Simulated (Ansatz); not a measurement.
# (110) slab of diamond, 3.8 Å thick as cut, ended by H

Ansatz, PAW, plane waves, no spin–orbit coupling unless named; atoms relaxed with PBEsol, the curve by HSE06. The curve holds the local part of the PAW potentials, so its shape inside matter depends on the files.

```
C H
1.0
     1.77690   -1.77690    0.00000
     0.00000    0.00000    3.55380
   -13.62551  -13.62551    0.00000
C H
8 4
Cartesian
  -3.7283 -7.2669 3.5303
  -6.3587 -9.8974 0.9018
  -5.4894 -9.0281 3.5464
  -4.5977 -8.1363 0.8859
  -7.2472 -9.0090 1.7531
  -6.3777 -8.1396 2.6625
  -5.4859 -7.2475 1.7696
  -4.6163 -6.3781 2.6789
  -3.0771 -6.6157 0.5850
  -7.0103 -10.5491 0.2940
  -7.8990 -9.6607 2.3606
  -3.9642 -5.7258 2.0721
```

Planar mean of the electrostatic potential energy along the normal, from the vacuum level:

| z (Å) | v (eV) |
| --- | --- |
| 0.00 | 0.00 |
| 0.29 | 0.00 |
| 0.71 | 0.00 |
| 1.00 | 0.00 |
| 1.43 | 0.00 |
| 1.71 | 0.00 |
| 2.00 | 0.00 |
| 2.43 | 0.00 |
| 2.71 | 0.00 |
| 3.14 | 0.00 |
| 3.43 | 0.00 |
| 3.71 | 0.00 |
| 4.14 | 0.00 |
| 4.42 | 0.00 |
| 4.85 | -0.01 |
| 5.14 | -0.02 |
| 5.42 | -0.06 |
| 5.85 | -0.24 |
| 6.14 | -0.66 |
| 6.42 | -1.75 |
| 6.85 | -6.53 |
| 7.14 | -6.59 |
| 7.57 | -16.16 |
| 7.85 | -18.65 |
| 8.14 | -13.06 |
| 8.56 | -11.35 |
| 8.85 | -17.96 |
| 9.28 | -15.30 |
| 9.56 | -8.94 |
| 9.85 | -11.67 |
| 10.28 | -19.34 |
| 10.56 | -14.84 |
| 10.99 | -9.99 |
| 11.28 | -16.43 |
| 11.56 | -18.59 |
| 11.99 | -8.51 |
| 12.28 | -6.57 |
| 12.70 | -3.33 |
| 12.99 | -1.07 |
| 13.27 | -0.40 |
| 13.70 | -0.09 |
| 13.99 | -0.03 |
| 14.27 | -0.01 |
| 14.70 | 0.00 |
| 14.99 | 0.00 |
| 15.42 | 0.00 |
| 15.70 | 0.00 |
| 15.99 | 0.00 |
| 16.41 | 0.00 |
| 16.70 | 0.00 |
| 17.13 | 0.00 |
| 17.41 | 0.00 |
| 17.70 | 0.00 |
| 18.13 | 0.00 |
| 18.41 | 0.00 |
| 18.84 | 0.00 |
| 19.13 | 0.00 |

(1) How far below the vacuum level do the top filled and the lowest empty level lie, by each functional?

Answers

(1) PBEsol: 3.48 and 1.13 eV (gap 2.35 eV, a 6×4×1 mesh); HSE06: 4.08 and 0.88 eV (gap 3.20 eV, a 4×3×1 mesh). Either level can be a surface state and not a band edge of the crystal.

Both functionals give a gap well below that of bulk diamond, although confinement in so thin a film should widen it. Broken bonds are an unlikely cause, since the relaxed coordinates show every carbon fourfold bonded, with hydrogen saturating the surface. More probably, the lowest empty level is a diffuse state held largely outside the C–H bonds, which avoids the cost of entering the antibonding states of the carbon framework. The polarity of those bonds, with hydrogen slightly positive, also raises the carbon levels towards vacuum and helps explain the shallow filled level.

An empty level 0.88 eV below vacuum in HSE06 therefore doesn't contradict the negative electron affinity known for hydrogenated diamond, which concerns the bulk conduction band edge. HSE06 lowers the filled level more than it raises the empty one, as might be expected if exact exchange acts more strongly on compact bonding states than on a diffuse one. Neither functional contains the long-range image attraction, so the binding of such an outer state remains uncertain.
